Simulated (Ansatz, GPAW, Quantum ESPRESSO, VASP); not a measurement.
One calculation of Mg, 5 ways

```xyz
2
Lattice="3.2093 0.0000 0.0000 -1.6046 2.7793 0.0000 0.0000 0.0000 5.2103" Properties=species:S:1:pos:R:3 pbc="T T T"
Mg    1.6047    0.9264    3.9077
Mg    0.0000    1.8529    1.3026
```

Alike in all runs: task band structure; functional PBEsol; k mesh 10 × 10 × 5; occupations fermi-dirac, width 0.05 eV; no spin polarisation; no spin-orbit coupling. Pressure is positive in compression and, in plane waves, holds the error of the finite cutoff, which Ansatz's Pulay term estimates and takes out.

```tsv
program and potentials	plane-wave cutoff (eV)	notes	pressure (GPa)
Ansatz, all-electron LAPW, scalar-relativistic	-	-	-1.06
GPAW, PAW data sets generated for this functional	800	10 valence electrons an atom on average	-1.07
Quantum ESPRESSO, PseudoDojo 0.4.1 SR PBEsol standard	1143	10 valence electrons an atom on average	-1.00
Ansatz, PAW datasets made for the crystal	100	2 valence electrons an atom on average	-1.06
VASP, PBE PAW files Mg, 520 eV	520	potentials made for PBE; 2 valence electrons an atom on average	-1.10
```

The pressure spans -1.10 (VASP, PBE PAW files Mg, 520 eV) to -1.00 GPa (Quantum ESPRESSO, PseudoDojo 0.4.1 SR PBEsol standard), with all-electron results at -1.06.

The functional is the same throughout but for its coding, so the spread measures potentials, basis and numerics; runs on potential files found faulty are left out.
